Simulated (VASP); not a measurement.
# Ca (Immm) in VASP: notebook

Runs on Ca. Level: r2SCAN. Tasks: single point.

Everything below comes from runs of VASP 6.6.1. Logs are shortened: lines on timing, memory, paths and dates and some standing lists are left out, and cuts for length are marked.

**1. Starting point**

Symmetry: Immm, No. 71, orthorhombic system. The conventional cell has a = 4.193 Å, b = 4.203 Å, c = 4.891 Å, α = 90.00°, β = 90.00°, γ = 90.00°. Ca (site symmetry mmm) has 12 Ca at 3.85 to 4.20 Å as nearest neighbours.

This isn't the form of Ca at room conditions, which is fcc.

**2. Single point, r2SCAN**

Contents of POSCAR:

```
Ca
1.0
   -2.0964874600      2.1017318100      2.4453524600
    2.0964874600     -2.1017318100      2.4453524600
    2.0964874600      2.1017318100     -2.4453524600
Ca
1
Direct
    0.5000000000      0.5000000000      0.0000000000
```

Contents of INCAR.step1:

```
PREC = Accurate
ENCUT = 520
ISMEAR = 0
SIGMA = 0.1
LREAL = False
LASPH = True
NELM = 100
NBANDS = 11
GGA = PE
ALGO = Normal
EDIFF = 1E-4
LWAVE = True
LCHARG = False
```

Contents of INCAR.step2:

```
PREC = Accurate
ENCUT = 520
EDIFF = 1E-6
ISMEAR = 0
SIGMA = 0.1
LREAL = False
LASPH = True
NELM = 100
ALGO = Normal
ISIF = 2
LWAVE = False
LCHARG = False
METAGGA = R2SCAN
LMIXTAU = True
NBANDS = 11
ISTART = 1
```

Contents of KPOINTS:

```
regular mesh
0
Gamma
  6 6 6
```

Potentials or basis: VASP PAW PBE potentials, release 64 (Ca_sv).

On the command line:

```sh
cat potpaw_PBE.64/Ca_sv/POTCAR > POTCAR
cp INCAR.step1 INCAR
mpirun -np 1 vasp_std > vasp.out
cp INCAR.step2 INCAR
mpirun -np 1 vasp_std > vasp.out
```

OUTCAR:

```text
PREC = Accurate
   ENCUT = 520
   EDIFF = 1E-6
   ISMEAR = 0
   LREAL = False
   LASPH = True
   NELM = 100
   ISIF = 2
   METAGGA = R2SCAN
   ISTART = 1

 ion  position               nearest neighbor table
   1  0.500  0.500  0.000-

  LATTYP: Found a body centered orthorhombic cell.
 ALAT       =     4.1929749200
 B/A-ratio  =     1.0025014936
 C/A-ratio  =     1.1664045250

  Lattice vectors:

 A1 = (  -2.0964874600,   2.1017318100,   2.4453524600)
 A2 = (   2.0964874600,  -2.1017318100,   2.4453524600)
 A3 = (   2.0964874600,   2.1017318100,  -2.4453524600)

Analysis of symmetry for initial positions (statically):
=====================================================================
 Subroutine PRICEL returns:
 Original cell was already a primitive cell.

 Routine SETGRP: Setting up the symmetry group for a
 body centered orthorhombic supercell.

 Subroutine GETGRP returns: Found  8 space group operations
 (whereof  8 operations were pure point group operations)
 out of a pool of  8 trial point group operations.

The static configuration has the point symmetry D_2h.

Analysis of symmetry for dynamics (positions and initial velocities):
=====================================================================
 Subroutine PRICEL returns:
 Original cell was already a primitive cell.

 Routine SETGRP: Setting up the symmetry group for a
 body centered orthorhombic supercell.

 Subroutine GETGRP returns: Found  8 space group operations
 (whereof  8 operations were pure point group operations)
 out of a pool of  8 trial point group operations.

The dynamic configuration has the point symmetry D_2h.

 Subroutine INISYM returns: Found  8 space group operations
 (whereof  8 operations are pure point group operations),
 and found     1 'primitive' translations

----------------------------------------------------------------------------------------

                                     Primitive cell

  volume of cell :      43.0994

  direct lattice vectors                    reciprocal lattice vectors
    -2.096487460  2.101731810  2.445352460     0.000000000  0.237899050  0.204469502
     2.096487460 -2.101731810  2.445352460     0.238494153  0.000000000  0.204469502
     2.096487460  2.101731810 -2.445352460     0.238494153  0.237899050  0.000000000

  length of vectors
     3.846073962  3.846073962  3.846073962     0.313693696  0.314145250  0.336861127

  position of ions in fractional coordinates (direct lattice)
     0.500000000  0.500000000  0.000000000
[... 84 lines left out ...]
   POTIM  = 0.5000    time-step for ionic-motion
   TEBEG  =    0.0;   TEEND  =   0.0 temperature during run
   PSTRESS=    0.0 pullay stress
   NELECT =      10.0000    total number of electrons
   NUPDOWN=      -1.0000    fix difference up-down
   EMIN   =  10.00;   EMAX   =-10.00  energy-range for DOS
   EFERMI =   0.00;   METHOD = LEGACY
   ISMEAR =     0;   SIGMA  =   0.10  broadening in eV -4-tet -1-fermi 0-gaus
   EFERMI_NEDOS =   21; number of points for ismear=-14 and -15
   IALGO  =     38    algorithm
   IMIX   =      4    mixing-type and parameters
     AMIX     =   0.40;   BMIX     =  1.00
     AMIX_MAG =   1.60;   BMIX_MAG =  1.00
  volume/ion in A,a.u.               =      43.10       290.85
  Fermi-wavevector in a.u.,A,eV,Ry     =   1.005969  1.901005 13.768730  1.011973
  Thomas-Fermi vector in A             =   2.138682
   LORBIT       =      0    0 simple, 1 ext, 2 COOP (PROOUT), +10 PAW based schemes
   METAGGA = R2SCAN    functional components
   LHFCALC =     F    Hartree Fock is set to
   AEXX    =    0.0000 exact exchange contribution
   IVDW    =     0    specifies the selected vdW correction
   LEPSILON=     F    determine dielectric tensor
   LRPA    =     F    only Hartree local field effects (RPA)
 non-spin polarized calculation
 Gauss-broadening in eV      SIGMA  =   0.10
  energy-cutoff  :      520.00
  volume of cell :       43.10
 maximum number of plane-waves:      1177
 NGX is ok and might be reduce to    30
   NGX = 15   NGY = 15   NGZ = 15

 number of electron      10.0000000 magnetization

 Free energy of the ion-electron system (eV)
  ---------------------------------------------------
  ext. energy  EPLUGINS =         0.00000000
  ---------------------------------------------------
  free energy    TOTEN  =        -7.02057966 eV

  energy without entropy =       -7.01204635  energy(sigma->0) =       -7.01631300

 E-fermi :   1.9483     XC(G=0):  -8.1468

 val. band max:        1.9463835770   @ k =   0.1667   0.3333   0.1667
 cond. band min:       1.9575653152   @ k =   0.3333   0.3333   0.1667
 fundamental gap:      0.0111817383
 Fermi energy:         1.9482698975

 k-point     1 :       0.0000    0.0000    0.0000
  band No.  band energies     occupation
      1     -41.9159      2.00000
      2     -21.9485      2.00000
      3     -21.9483      2.00000
      4     -21.9403      2.00000
      5      -2.3281      2.00000
      6       4.4574      0.00000
      7       4.4719      0.00000
      8       5.0886      0.00000
      9       5.1982      0.00000
     10       5.9376      0.00000
     11      11.7895      0.00000
[... 309 lines left out ...]
 k-point    24 :       0.1667    0.3333    0.1667
  band No.  band energies     occupation
      1     -41.9008      2.00000
      2     -22.0476      2.00000
      3     -22.0118      2.00000
      4     -21.9766      2.00000
      5       1.9464      1.02128
      6       1.9788      0.66540
      7       2.9664      0.00000
      8       5.4162      0.00000
      9       6.1412      0.00000
     10       6.9624      0.00000
     11       7.3451      0.00000

 [... further k-points ...]

------------------------ aborting loop because EDIFF is reached ----------------------------------------

  FORCE on cell =-STRESS in cart. coord.  units (eV):
  Direction    XX          YY          ZZ          XY          YZ          ZX
  --------------------------------------------------------------------------------------
  -------------------------------------------------------------------------------------
  Total        0.0019770     -0.0093276      0.0164011      0.0000000      0.0000000      0.0000000
  in kB        0.0734946     -0.3467437      0.6096956      0.0000000      0.0000000      0.0000000
  external PRESSURE =       0.1121488 kB  Pullay stress =       0.0000000 kB

 VOLUME and BASIS-vectors are now :
 -----------------------------------------------------------------------------
  energy-cutoff  :      520.00
  volume of cell :       43.10
      direct lattice vectors                 reciprocal lattice vectors
    -2.096487460  2.101731810  2.445352460     0.000000000  0.237899050  0.204469502
     2.096487460 -2.101731810  2.445352460     0.238494153  0.000000000  0.204469502
     2.096487460  2.101731810 -2.445352460     0.238494153  0.237899050  0.000000000

 POSITION                                       TOTAL-FORCE (eV/Angst)
 -----------------------------------------------------------------------------------
      0.00000      0.00000      2.44535         0.000000      0.000000      0.000000
 -----------------------------------------------------------------------------------
    total drift:                                0.000000     -0.000000      0.000000

  FREE ENERGIE OF THE ION-ELECTRON SYSTEM (eV)
  ---------------------------------------------------
  free  energy   TOTEN  =        -7.0205796556 eV

  energy  without entropy=       -7.0120463474  energy(sigma->0) =       -7.01631300
```

OSZICAR.step1:

```text
N       E                     dE             d eps       ncg     rms          rms(c)
DAV:   1     0.711858597806E+02    0.71186E+02   -0.51464E+03  1012   0.799E+02
DAV:   2     0.136883177230E+01   -0.69817E+02   -0.69319E+02  1129   0.220E+02
DAV:   3    -0.178531526332E+01   -0.31541E+01   -0.31232E+01  1789   0.393E+01
DAV:   4    -0.192382310545E+01   -0.13851E+00   -0.13814E+00  1256   0.510E+00
DAV:   5    -0.192540784307E+01   -0.15847E-02   -0.15846E-02  1459   0.607E-01    0.223E+00
DAV:   6    -0.191892220495E+01    0.64856E-02   -0.10985E-02  1255   0.114E+00    0.137E+00
DAV:   7    -0.191769068918E+01    0.12315E-02   -0.17441E-02  1133   0.152E+00    0.104E-01
DAV:   8    -0.191725781076E+01    0.43288E-03   -0.19264E-03  1193   0.421E-01    0.202E-02
DAV:   9    -0.191727299201E+01   -0.15181E-04   -0.92595E-05  1119   0.805E-02
   1 F= -.19172730E+01 E0= -.19127239E+01  d E =-.909816E-02
```

Wall time 63 s (1 thread of Intel Xeon Platinum 8488C (Sapphire Rapids), shared host); peak memory 0.17 GiB.

What came out:

```yaml
Free_energy: -7.0206 eV
Pressure: 0.0 GPa
Band_gap_on_the_k_mesh: none (metal or under the smearing width)
```

Levels at points of the mesh, in eV from the Fermi level:
```
           k point  band 3  band 4  band 5  band 6  band 7  band 8
(0.00, 0.00, 0.00)  -23.90  -23.89   -4.28    2.51    2.52    3.14
(0.50, 0.00, 0.00)  -23.93  -23.89   -0.93   -0.27    1.97    3.13
(0.00, 0.50, 0.00)  -23.93  -23.89   -0.92   -0.26    1.96    3.14
(0.50, 0.50, 0.00)  -23.94  -23.91   -0.63    0.26    1.09    4.14
(0.50, 0.50, 0.50)  -23.98  -23.98   -0.06    0.39    2.48    4.45
```

Caveat: the PAW data sets were made with another functional, which shifts forces and pressure a little.

**3. Single point, r2SCAN**

This run uses another cell than the first one, of 42.68 Å³/atom, 0.990 times its volume.

Contents of POSCAR:

```
Ca
1.0
    3.4946666110      0.0000000000      0.0000000000
    0.0000000000      3.4946666110      0.0000000000
    0.0000000000      0.0000000000      3.4946666110
Ca
1
Direct
    0.0000000000      0.0000000000      0.0000000000
```

Contents of INCAR.step1:

```
SYSTEM = Ca
PREC     = Accurate       ! precision mode
ENCUT    = 520            ! plane-wave cutoff, eV
ISMEAR   = 0              ! smearing method
SIGMA    = 0.1            ! smearing width, eV
LREAL    = .FALSE.        ! projectors in reciprocal space
LASPH    = .TRUE.         ! aspherical terms in the spheres
NELM     = 100            ! most SCF steps
NBANDS   = 11             ! bands
GGA      = PE             ! functional
ALGO     = Normal         ! electronic algorithm
EDIFF    = 1E-4           ! SCF threshold, eV
LWAVE    = .TRUE.         ! write WAVECAR
LCHARG   = .FALSE.        ! write CHGCAR
```

Contents of INCAR.step2:

```
SYSTEM = Ca
PREC     = Accurate       ! precision mode
ENCUT    = 520            ! plane-wave cutoff, eV
EDIFF    = 1E-6           ! SCF threshold, eV
ISMEAR   = 0              ! smearing method
SIGMA    = 0.1            ! smearing width, eV
LREAL    = .FALSE.        ! projectors in reciprocal space
LASPH    = .TRUE.         ! aspherical terms in the spheres
NELM     = 100            ! most SCF steps
ALGO     = Normal         ! electronic algorithm
ISIF     = 2              ! what is computed and relaxed
LWAVE    = .FALSE.        ! write WAVECAR
LCHARG   = .TRUE.         ! write CHGCAR
METAGGA  = R2SCAN         ! meta-GGA
LMIXTAU  = .TRUE.       
LELF     = .TRUE.         ! ELF
LVHAR    = .TRUE.       
NBANDS   = 11             ! bands
ISTART   = 1
```

Contents of KPOINTS:

```
Automatic mesh
0
G
  16 16 16
  0 0 0
```

Potentials or basis: VASP PAW PBE potentials, release 64 (Ca_sv).

On the command line:

```sh
cat potpaw_PBE.64/Ca_sv/POTCAR > POTCAR
cp INCAR.step1 INCAR
mpirun -np 1 vasp_std > vasp.out
cp INCAR.step2 INCAR
mpirun -np 1 vasp_std > vasp.out
```

Run time: 2.2 min. Hardware: 1 thread of AMD EPYC 9R45 (Zen 5), shared host; peak memory 0.18 GiB.

It converged, with:

- Free energy: -6.6318 eV
- Pressure: 0.1 GPa
- Band gap on the k mesh: none (metal or under the smearing width)

Levels at points of the mesh, in eV from the Fermi level:
```
           k point  band 2  band 3  band 4  band 5  band 6  band 7  band 8  band 9
(0.00, 0.00, 0.00)  -24.03  -24.03  -24.03   -4.10    1.08    1.08    4.50    4.50
(0.50, 0.00, 0.00)  -24.25  -24.01  -24.01   -1.10   -0.68    1.64    3.19    3.19
(0.50, 0.50, 0.00)  -24.22  -24.22  -23.99   -0.43    1.24    2.49    2.49    3.52
(0.50, 0.50, 0.50)  -24.19  -24.19  -24.19    0.78    0.78    0.78    5.25    5.25
```

Caveat: the PAW data sets were made with another functional, which shifts forces and pressure a little.
